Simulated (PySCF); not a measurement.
Work out the structure from these simulated measurements.

Elements present: C, H and N. Monoisotopic mass: 71.0735 u.

| Quantity | Value |
| --- | --- |
| Dipole | 1.29 D [B97-2/pcSseg-2] |
| NMR, other nuclei | isotropic shieldings of nuclei other than C and H, by class: 198 (1 N) ppm [GIAO B97-2/pcSseg-2] |
| 13C NMR | chemical shifts (computed TMS as zero) by class: 53.5 (2 C), 29.3 (2 C) ppm [GIAO B97-2/pcSseg-2] |
| 1H NMR | chemical shifts (computed TMS as zero) by class: 2.83 (4 H), 1.58 (4 H), 0.70 (1 H) ppm [GIAO B97-2/pcSseg-2] |
| Rotational structure | rotational constants A, B, C: 6.927, 6.762, 3.934 GHz [PBE0-D3(BJ)/def2-TZVP] |

The electronic properties come from PySCF, for the isolated species, density fitting. Levels stand in brackets. Geometry: PBE0-D3(BJ)/def2-TZVP, one conformer, isolated molecule. Each NMR value is the plain mean over a class of atoms that symmetry, rotation or inversion makes alike.

Question: Which formula fits the mass and the elements?

Answer: C4H9N (calculated 71.0735). No other formula that holds each of these elements comes within 0.0003 u with a fitting electron parity and a possible valence count.

Question: Give a SMILES that accounts for the data.

Answer: Numbering: `[CH2:1]1[CH2:2][CH2:3][NH:4][CH2:5]1`. Its formula, C4H9N, gives 1 degree of unsaturation: 1 ring and 0 π bonds in the structure found. 4 carbons fall into 2 classes; from least to most shielded: ring sp3 carbon bound to nitrogen [C3/C5] (53.5 ppm, 2 C), ring CH2 carbon [C1/C2] (29.3 ppm, 2 C, up to 2.2 ppm apart in this geometry). Hydrogen classes from least to most shielded: 4 H on 2 like atoms (sp3 carbon bound to nitrogen), C3/C5 (2.83 ppm, a mean of values up to 0.7 ppm apart in this geometry), 4 H on 2 ring CH2 carbons, C1/C2 (1.58 ppm), 1 H on a secondary amine nitrogen, N4 (0.70 ppm). The other shieldings belong to: 198 ppm, secondary amine nitrogen [N4]. By its constants the optimised geometry is a nearly oblate symmetric top. Structure: `C1CCNC1`. Computed isomers that give other values at the same levels: `NC1CCC1` (rotational constant A: 10.109 GHz; this holds for the one conformer computed). The assignments are read from this structure; whether some other isomer fits the data as well wasn't checked.
